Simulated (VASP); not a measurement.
# PtS2 (P-3m1) in VASP: a series of runs

Runs on PtS2. Level: PBE. Tasks: dielectric tensor.

Everything below comes from runs of VASP 6.6.1. Logs are shortened: lines on timing, memory, paths and dates and some standing lists are left out, and cuts for length are marked.

**1. Starting point**

Symmetry: P-3m1, No. 164, trigonal system. Conventional cell: a = 3.543 Å, b = 3.543 Å, c = 5.039 Å, α = 90.00°, β = 90.00°, γ = 120.00°. Pt (site symmetry -3m) is surrounded by 6 S at 2.34 Å. S (site symmetry 3m) has 3 Pt at 2.34 Å as nearest neighbours.

**2. Dielectric tensor, PBE**

INCAR reads:

```
  PREC = Accurate
  ENCUT = 460
  EDIFF = 1E-8
  ISMEAR = 0
  SIGMA = 0.01
  LREAL = False
  LASPH = True
  NELM = 100
  ALGO = Normal
  ISIF = 2
  LWAVE = False
  LCHARG = False
  GGA = PE
  LEPSILON = True
```

KPOINTS reads:

```
regular mesh
0
Gamma
  6 6 4
```

POSCAR reads:

```
PtS2
1.0
    3.5432000000      0.0000000000      0.0000000000
   -1.7716000000      3.0685012107      0.0000000000
    0.0000000000      0.0000000000      5.0388000000
Pt S
1 2
Direct
    0.0000000000      0.0000000000      0.0000000000
    0.6666666667      0.3333333333      0.7730000000
    0.3333333333      0.6666666667      0.2270000000
```

Potentials or basis: VASP PAW PBE potentials, release 64 (Pt, S).

Launch:

```console
cat potpaw_PBE.64/Pt/POTCAR potpaw_PBE.64/S/POTCAR > POTCAR
mpirun -np 1 vasp_std > vasp.out
```

OUTCAR:

```text
PREC = Accurate
   ENCUT = 460
   EDIFF = 1E-8
   ISMEAR = 0
   LREAL = False
   LASPH = True
   NELM = 100
   ISIF = 2
   GGA = PE
   LEPSILON = True

 Found     24 irreducible k-points:

 Following reciprocal coordinates:
            Coordinates               Weight
  0.000000  0.000000  0.000000      1.000000
  0.166667 -0.000000  0.000000      6.000000
  0.333333 -0.000000  0.000000      6.000000
  0.500000 -0.000000  0.000000      3.000000
  0.166667  0.166667  0.000000      6.000000
  0.333333  0.166667  0.000000     12.000000
   k-points           NKPTS =     24   k-points in BZ     NKDIM =     24   number of bands    NBANDS=     15
   number of dos      NEDOS =    301   number of ions     NIONS =      3
   total plane-waves  NPLWV =  28224
   dimension x,y,z NGX =    28 NGY =   28 NGZ =   36
   dimension x,y,z NGXF=    56 NGYF=   56 NGZF=   72
   ions per type =               1   2
   NGX,Y,Z   is equivalent  to a cutoff of  13.14, 13.14, 11.88 a.u.
   NGXF,Y,Z  is equivalent  to a cutoff of  26.28, 26.28, 23.76 a.u.
 SYSTEM =  unknown system
   PREC   = accura    normal or accurate (medium, high low for compatibility)
   ISTART =      0    job   : 0-new  1-cont  2-samecut
   ICHARG =      2    charge: 1-file 2-atom 10-const
   ISPIN  =      1    spin polarized calculation?
   LNONCOLLINEAR =      F non collinear calculations
   LSORBIT =      F    spin-orbit coupling
   LASPH  =      T    aspherical Exc in radial PAW
   ENCUT  =  460.0 eV  33.81 Ry    5.81 a.u.   6.20  6.20  8.81*2*pi/ulx,y,z
   NELM   =    100;   NELMIN=  2; NELMDL= -5     # of ELM steps
   EDIFF  = 0.1E-07   stopping-criterion for ELM
   LREAL  =      F    real-space projection
   EDIFFG = 0.1E-06   stopping-criterion for IOM
   NSW    =      0    number of steps for IOM
   IBRION =     -1    ionic relax: 0-MD 1-quasi-New 2-CG
   NFREE  =      0    steps in history (QN), initial steepest desc. (CG)
   ISIF   =      2    stress and relaxation
   ISYM   =      2    0-nonsym 1-usesym 2-fastsym
   POTIM  = 0.5000    time-step for ionic-motion
   TEBEG  =    0.0;   TEEND  =   0.0 temperature during run
   PSTRESS=    0.0 pullay stress
   NELECT =      22.0000    total number of electrons
   NUPDOWN=      -1.0000    fix difference up-down
   EMIN   =  10.00;   EMAX   =-10.00  energy-range for DOS
   EFERMI =   0.00;   METHOD = LEGACY
   ISMEAR =     0;   SIGMA  =   0.01  broadening in eV -4-tet -1-fermi 0-gaus
   EFERMI_NEDOS =   21; number of points for ismear=-14 and -15
   IALGO  =     38    algorithm
   IMIX   =      4    mixing-type and parameters
     AMIX     =   0.40;   BMIX     =  1.00
     AMIX_MAG =   1.60;   BMIX_MAG =  1.00
  volume/ion in A,a.u.               =      18.26       123.23
  Fermi-wavevector in a.u.,A,eV,Ry     =   1.207812  2.282434 19.848315  1.458810
  Thomas-Fermi vector in A             =   2.343439
   LORBIT       =      0    0 simple, 1 ext, 2 COOP (PROOUT), +10 PAW based schemes
   GGA     = PE    functional components
   LHFCALC =     F    Hartree Fock is set to
   AEXX    =    0.0000 exact exchange contribution
   IVDW    =     0    specifies the selected vdW correction
   LEPSILON=     T    determine dielectric tensor
   LRPA    =     F    only Hartree local field effects (RPA)
 non-spin polarized calculation
 Gauss-broadening in eV      SIGMA  =   0.01
  energy-cutoff  :      460.00
  volume of cell :       54.78
 maximum number of plane-waves:      1244
 NGX is ok and might be reduce to    28
   NGX = 13   NGY = 13   NGZ = 17

--------------------------------------- Ionic step        1  -------------------------------------------

 number of electron      22.0000000 magnetization

 E-fermi :   6.7622     XC(G=0): -10.5740

 val. band max:        6.7168729497   @ k =   0.0000   0.1667   0.2500
 cond. band min:       7.6962410286   @ k =   0.0000   0.3333   0.2500
 fundamental gap:      0.9793680788
 Fermi energy:         6.7622457421

 k-point     1 :       0.0000    0.0000    0.0000
  band No.  band energies     occupation
      1      -8.8195      2.00000
      2      -5.5781      2.00000
      3      -0.2973      2.00000
      4      -0.2973      2.00000
      5      -0.1773      2.00000
      6       2.7637      2.00000
      7       2.7637      2.00000
      8       4.9479      2.00000
      9       5.5971      2.00000
     10       5.5971      2.00000
     11       6.6166      2.00000
     12       9.1970      0.00000
     13       9.1970      0.00000
     14      11.5329      0.00000
     15      12.5130      0.00000

 k-point     2 :       0.1667   -0.0000    0.0000
  band No.  band energies     occupation
      1      -8.4543      2.00000
      2      -5.8004      2.00000
      3      -0.0549      2.00000
      4      -0.0268      2.00000
      5       0.2058      2.00000
      6       2.2014      2.00000
      7       2.5279      2.00000
      8       4.0941      2.00000
      9       5.5138      2.00000
     10       5.5418      2.00000
     11       6.6049      2.00000
     12       8.2857      0.00000
     13       9.0150      0.00000
     14      12.5835      0.00000
     15      13.6000      0.00000

 k-point     3 :       0.3333   -0.0000    0.0000
  band No.  band energies     occupation
      1      -7.5400      2.00000
      2      -6.2215      2.00000
      3      -0.0357      2.00000
      4       0.4076      2.00000
      5       1.1973      2.00000
      6       1.3134      2.00000
      7       2.4877      2.00000
      8       3.5204      2.00000
      9       4.6956      2.00000
     10       4.7160      2.00000
     11       5.3795      2.00000
     12       8.4096      0.00000
     13       9.2898      0.00000
     14      12.0914      0.00000
     15      14.2596      0.00000

 k-point     4 :       0.5000   -0.0000    0.0000
  band No.  band energies     occupation
      1      -6.8094      2.00000
      2      -6.5488      2.00000
      3      -0.8211      2.00000
      4       0.5641      2.00000
      5       1.5001      2.00000
      6       2.3582      2.00000
      7       3.3253      2.00000
      8       3.4266      2.00000
      9       3.5186      2.00000
     10       3.7377      2.00000
     11       4.3887      2.00000
     12       8.5269      0.00000
     13       9.5799      0.00000
     14      12.2706      0.00000
     15      13.2887      0.00000

 k-point     5 :       0.1667    0.1667    0.0000
  band No.  band energies     occupation
      1      -7.8069      2.00000
      2      -6.1072      2.00000
      3       0.2352      2.00000
      4       0.3947      2.00000
      5       0.7421      2.00000
      6       1.5722      2.00000
      7       2.0166      2.00000
      8       3.5896      2.00000
      9       4.7824      2.00000
     10       5.0455      2.00000
     11       6.4910      2.00000
     12       8.1366      0.00000
     13       8.7036      0.00000
     14      12.9669      0.00000
     15      14.0292      0.00000

 k-point     6 :       0.3333    0.1667    0.0000
  band No.  band energies     occupation
      1      -6.9202      2.00000
      2      -6.4323      2.00000
      3      -0.3371      2.00000
      4       0.4452      2.00000
      5       1.2253      2.00000
      6       1.8206      2.00000
      7       2.2770      2.00000
      8       3.4670      2.00000
      9       3.8565      2.00000
     10       4.3021      2.00000
     11       5.6712      2.00000
     12       8.0814      0.00000
     13       8.6585      0.00000
     14      12.4551      0.00000
     15      14.4437      0.00000

 [... further k-points ...]

  FORCE on cell =-STRESS in cart. coord.  units (eV):
  Direction    XX          YY          ZZ          XY          YZ          ZX
  --------------------------------------------------------------------------------------
  -------------------------------------------------------------------------------------
  Total        3.9661233      3.9661233      3.4848681      0.0000000     -0.0000000      0.0000000
  in kB      115.9919107    115.9919107    101.9172851      0.0000000     -0.0000000      0.0000000
  external PRESSURE =     111.3003688 kB  Pullay stress =       0.0000000 kB

 VOLUME and BASIS-vectors are now :
 -----------------------------------------------------------------------------
  energy-cutoff  :      460.00
  volume of cell :       54.78
      direct lattice vectors                 reciprocal lattice vectors
     3.543200000  0.000000000  0.000000000     0.282230752  0.162946001  0.000000000
    -1.771600000  3.068501211  0.000000000     0.000000000  0.325892001  0.000000000
     0.000000000  0.000000000  5.038800000     0.000000000  0.000000000  0.198459951

 POSITION                                       TOTAL-FORCE (eV/Angst)
 -----------------------------------------------------------------------------------
      0.00000      0.00000      0.00000        -0.000000      0.000000      0.000000
      1.77160      1.02283      3.89499         0.000000      0.000000     -1.214588
     -0.00000      2.04567      1.14381        -0.000000      0.000000      1.214588
 -----------------------------------------------------------------------------------
    total drift:                                0.000000     -0.000000      0.000000

  FREE ENERGIE OF THE ION-ELECTRON SYSTEM (eV)
  ---------------------------------------------------
  free  energy   TOTEN  =       -15.2688333989 eV

  energy  without entropy=      -15.2688333989  energy(sigma->0) =      -15.26883340

 HEAD OF MICROSCOPIC STATIC DIELECTRIC TENSOR (INDEPENDENT PARTICLE, excluding Hartree and local field effects)
 ------------------------------------------------------
          19.965049     0.000000    -0.000000
           0.000000    19.965049    -0.000000
           0.000000     0.000000    11.660730
 ------------------------------------------------------

 Free energy of the ion-electron system (eV)
  ---------------------------------------------------
  ---------------------------------------------------
  free energy    TOTEN  =        -2.89357917 eV

  energy without entropy =       -2.89357917

------------------------ aborting loop because EDIFF is reached ----------------------------------------

--------------------------------------- Ionic step        2  -------------------------------------------

------------------------ aborting loop because EDIFF is reached ----------------------------------------

--------------------------------------- Ionic step        3  -------------------------------------------

 Free energy of the ion-electron system (eV)
  ---------------------------------------------------
  ---------------------------------------------------
  free energy    TOTEN  =        -1.23998521 eV

  energy without entropy =       -1.23998521

------------------------ aborting loop because EDIFF is reached ----------------------------------------

 PIEZOELECTRIC TENSOR FIELD DIRECTION 3  (e Angst)
 -----------------------------------------------------------------------------
     0.00236 -0.00000 -0.00000           (  0.00005 -0.00000  0.00000)
     0.00000  0.00236  0.00000           ( -0.00000  0.00005  0.00000)
     0.00000  0.00000 -0.00889           (  0.00000  0.00000  0.00001)

 PIEZOELECTRIC TENSOR FIELD DIRECTION 3  (C/m^2)
 -----------------------------------------------------------------------------
     0.00069 -0.00000 -0.00000
     0.00000  0.00069  0.00000
     0.00000  0.00000 -0.00260

 MACROSCOPIC STATIC DIELECTRIC TENSOR (including local field effects in DFT)
 ------------------------------------------------------
          18.706686     0.000000     0.000000
          -0.000000    18.706686     0.000000
           0.000000     0.000000     8.781459
 ------------------------------------------------------

 PIEZOELECTRIC TENSOR (including local field effects)  for field in x, y, z        (e  Angst)
          XX          YY          ZZ          XY          YZ          ZX
  --------------------------------------------------------------------------------
  x     0.00000     0.00000     0.00000     0.00000     0.00000     0.00000
  y     0.00000     0.00000     0.00000     0.00000     0.00000     0.00000
  z     0.00000     0.00000     0.00000     0.00000     0.00000     0.00000

 PIEZOELECTRIC TENSOR (including local field effects)  for field in x, y, z        (C/m^2)
          XX          YY          ZZ          XY          YZ          ZX
  --------------------------------------------------------------------------------
  x     0.00000     0.00000     0.00000     0.00000     0.00000     0.00000
  y     0.00000     0.00000     0.00000     0.00000     0.00000     0.00000
  z     0.00000     0.00000     0.00000     0.00000     0.00000     0.00000

 BORN EFFECTIVE CHARGES (including local field effects) (in |e|, cummulative output)
 ---------------------------------------------------------------------------------
 ion    1
    1     3.00487     0.00000     0.00000
    2     0.00000     3.00487     0.00000
    3     0.00000    -0.00000    -0.58106
 ion    2
    1    -1.50244     0.00000     0.00000
    2     0.00000    -1.50244     0.00000
    3     0.00000     0.00000     0.29053
 ion    3
    1    -1.50244     0.00000     0.00000
    2     0.00000    -1.50244     0.00000
    3    -0.00000     0.00000     0.29053
```

Run time: 2.4 min. Hardware: 1 thread of Intel Xeon Platinum 8488C (Sapphire Rapids), shared host; peak memory 0.24 GiB.

These settings aren't checked as converged: the numbers below hold their error.

Results:

```
Band gap on the k mesh                  : 0.98 eV, indirect (least direct gap 1.50 eV)
Electronic dielectric tensor (diagonal) : 18.71, 18.71, 8.78
Born charges (mean of the diagonal)     : Pt +1.81; S -0.90 e
```

Caveat: spin-orbit coupling is left out, which moves the levels of the heavy elements.

**3. Dielectric tensor, PBE**

INCAR: that of step 2 with these lines changed.

```diff
@@ -1,3 +1,3 @@
   PREC = Accurate
-  ENCUT = 460
+  ENCUT = 400
   EDIFF = 1E-8
```

KPOINTS reads:

```
regular mesh
0
Gamma
  7 7 4
```

POSCAR is that of step 2.

Potentials or basis: VASP PAW PBE potentials, release 64 (Pt, S).

Launch:

```console
cat potpaw_PBE.64/Pt/POTCAR potpaw_PBE.64/S/POTCAR > POTCAR
mpirun -np 1 vasp_std > vasp.out
```

OUTCAR:

```text
PREC = Accurate
   ENCUT = 400
   EDIFF = 1E-8
   ISMEAR = 0
   LREAL = False
   LASPH = True
   NELM = 100
   ISIF = 2
   GGA = PE
   LEPSILON = True

 Found     28 irreducible k-points:

 Following reciprocal coordinates:
            Coordinates               Weight
  0.000000  0.000000  0.000000      1.000000
  0.142857  0.000000  0.000000      6.000000
  0.285714  0.000000  0.000000      6.000000
  0.428571  0.000000  0.000000      6.000000
  0.142857  0.142857  0.000000      6.000000
  0.285714  0.142857  0.000000     12.000000
   k-points           NKPTS =     28   k-points in BZ     NKDIM =     28   number of bands    NBANDS=     15
   number of dos      NEDOS =    301   number of ions     NIONS =      3
   total plane-waves  NPLWV =  20736
   dimension x,y,z NGX =    24 NGY =   24 NGZ =   36
   dimension x,y,z NGXF=    48 NGYF=   48 NGZF=   72
   ions per type =               1   2
   NGX,Y,Z   is equivalent  to a cutoff of  11.26, 11.26, 11.88 a.u.
   NGXF,Y,Z  is equivalent  to a cutoff of  22.52, 22.52, 23.76 a.u.
 SYSTEM =  unknown system
   PREC   = accura    normal or accurate (medium, high low for compatibility)
   ISTART =      0    job   : 0-new  1-cont  2-samecut
   ICHARG =      2    charge: 1-file 2-atom 10-const
   ISPIN  =      1    spin polarized calculation?
   LNONCOLLINEAR =      F non collinear calculations
[... 225 lines left out ...]

------------------------ aborting loop because EDIFF is reached ----------------------------------------

 PIEZOELECTRIC TENSOR FIELD DIRECTION 3  (e Angst)
 -----------------------------------------------------------------------------
     0.00672 -0.00000  0.00000           (  0.00006  0.00000  0.00000)
     0.00000  0.00672  0.00000           ( -0.00000  0.00006  0.00000)
    -0.00000  0.00000 -0.02179           (  0.00000  0.00000 -0.00002)

 PIEZOELECTRIC TENSOR FIELD DIRECTION 3  (C/m^2)
 -----------------------------------------------------------------------------
     0.00196 -0.00000  0.00000
     0.00000  0.00196  0.00000
    -0.00000  0.00000 -0.00637

 MACROSCOPIC STATIC DIELECTRIC TENSOR (including local field effects in DFT)
 ------------------------------------------------------
          19.337018     0.000000     0.000000
           0.000000    19.337018    -0.000000
           0.000000    -0.000000    10.503095
 ------------------------------------------------------

 PIEZOELECTRIC TENSOR (including local field effects)  for field in x, y, z        (e  Angst)
          XX          YY          ZZ          XY          YZ          ZX
  --------------------------------------------------------------------------------
  x     0.00000     0.00000     0.00000     0.00000     0.00000     0.00000
  y     0.00000     0.00000     0.00000     0.00000     0.00000     0.00000
  z     0.00000     0.00000     0.00000     0.00000     0.00000     0.00000

 PIEZOELECTRIC TENSOR (including local field effects)  for field in x, y, z        (C/m^2)
          XX          YY          ZZ          XY          YZ          ZX
  --------------------------------------------------------------------------------
  x     0.00000     0.00000     0.00000     0.00000     0.00000     0.00000
  y     0.00000     0.00000     0.00000     0.00000     0.00000     0.00000
  z     0.00000     0.00000     0.00000     0.00000     0.00000     0.00000

 BORN EFFECTIVE CHARGES (including local field effects) (in |e|, cummulative output)
 ---------------------------------------------------------------------------------
 ion    1
    1     3.10826     0.00000     0.00000
    2     0.00000     3.10826    -0.00000
    3     0.00000     0.00000    -0.48073
 ion    2
    1    -1.55413     0.00000     0.00000
    2     0.00000    -1.55413     0.00000
    3    -0.00000     0.00000     0.24037
 ion    3
    1    -1.55413     0.00000     0.00000
    2     0.00000    -1.55413     0.00000
    3    -0.00000    -0.00000     0.24037
```

stdout:

```text
POSCAR found type information on POSCAR PtS
 POSCAR found :  2 types and       3 ions
 scaLAPACK will be used
 LDA part: xc-table for (Slater+PW92), standard interpolation
 POSCAR, INCAR and KPOINTS ok, starting setup
 FFT: planning ... GRIDC
 FFT: planning ... GRID_SOFT
 FFT: planning ... GRID
 WAVECAR not read
 entering main loop
 Linear response reoptimize wavefunctions to high precision
 Linear response G [H, r] |phi>, progress :
  Direction:   1
 Linear response G [H, r] |phi>, progress :
  Direction:   2
 Linear response G [H, r] |phi>, progress :
  Direction:   3
 Linear response to external field (no local field effect), progress :
  Direction:   1
 dielectric tensor                  component  1 :    21.638     1.087    -0.329
 Linear response to external field (no local field effect), progress :
  Direction:   2
 dielectric tensor                  component  2 :     1.087    19.544    -2.305
 Linear response to external field (no local field effect), progress :
  Direction:   3
 dielectric tensor                  component  3 :    -0.329    -2.305    13.423
 Linear response to external field, progress :
  Direction:   1
 dielectric tensor                  component  1 :    19.337     0.952     1.261
 Linear response to external field, progress :
  Direction:   2
 dielectric tensor                  component  2 :     0.956    19.337     0.000
 Linear response to external field, progress :
  Direction:   3
 dielectric tensor                  component  3 :    -0.547    -2.309    10.503
 Born effective charges drift removed
```

Wall time 1.7 min (1 thread of Intel Xeon Platinum 8488C (Sapphire Rapids), shared host); peak memory 0.23 GiB.

These settings aren't checked as converged: the numbers below hold their error.

What came out:

```
Band gap on the k mesh                  : 0.85 eV, indirect (least direct gap 1.02 eV)
Electronic dielectric tensor (diagonal) : 19.34, 19.34, 10.50
Born charges (mean of the diagonal)     : Pt +1.91; S -0.96 e
```

Caveat: spin-orbit coupling is left out, which moves the levels of the heavy elements; an odd mesh through Γ misses points on the zone boundary, where band edges often lie.

(Part 1 of 2 ends here.)
